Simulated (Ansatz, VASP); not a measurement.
**SiW: VASP beside Ansatz**

INCAR

```
SYSTEM = SiW
PREC     = Accurate       ! precision mode
ENCUT    = 520            ! plane-wave cutoff, eV
EDIFF    = 1E-7           ! SCF threshold, eV
ISMEAR   = -1             ! smearing method
SIGMA    = 0.05           ! smearing width, eV
LREAL    = .FALSE.        ! projectors in reciprocal space
LASPH    = .TRUE.         ! aspherical terms in the spheres
NELM     = 60             ! most SCF steps
ALGO     = Normal         ! electronic algorithm
ISIF     = 2              ! what is computed and relaxed
LWAVE    = .FALSE.        ! write WAVECAR
LCHARG   = .TRUE.         ! write CHGCAR
GGA      = CA             ! functional
LELF     = .TRUE.         ! ELF
LVHAR    = .TRUE.       
NBANDS   = 16             ! bands
```

The input KPOINTS:

```
regular mesh
0
G
  13 13 13
  0 0 0
```

File POSCAR:

```
SiW
1.0
    2.6100344007      0.0000000000      0.0000000000
    0.0000000000      2.6100344007      0.0000000000
    0.0000000000      0.0000000000      2.6100344007
W Si
1 1
Direct
    0.0000000000      0.0000000000      0.0000000000
    0.5000000000      0.5000000000      0.5000000000
```

Input for Ansatz:

```yaml
crystal:
  lattice:
    - [2.6100344007, 0.0, 0.0]
    - [0.0, 2.6100344007, 0.0]
    - [0.0, 0.0, 2.6100344007]
  atoms:
    - { symbol: W, position: [0.0, 0.0, 0.0] }
    - { symbol: Si, position: [0.5, 0.5, 0.5] }
kpoints:
  mp_grid: { grid: [13, 13, 13] }
scf:
  occupations: { method: fermi_dirac, width: 0.05 }
hamiltonian:
  xc: lda
  pseudopotentials: { kind: all_electron, lapw: { basis_error: 0.001 } }
output:
  forces: true
  stress: true
  eigenvalues: true
  populations: true
```

Change from the starting cell: volume scaled by 0.65, LAPW.

Alike in both runs: task single point; functional LDA; k mesh 13 × 13 × 13; occupations fermi-dirac, width 0.05 eV; no spin polarisation.

```csv
,VASP,Ansatz
version,VASP 6.6.1,Ansatz 0.2.0
potentials or method,"VASP PAW LDA potentials, release 64 (W_sv, Si)","all-electron LAPW, scalar-relativistic"
plane-wave cutoff (eV),520,see its input
```

```csv
,VASP,Ansatz,Ansatz less VASP
pressure (GPa),271.7,263.6,-8.16
```

Ansatz ran all-electron here, so the differences hold the error of VASP's frozen core and of both bases.

Caveats: the cell as given lies far from equilibrium; so large a pressure means that the cell lies far from this level's equilibrium, or that cutoff or potentials fall short (VASP). Spin-orbit coupling is left out, which matters for the levels of W.
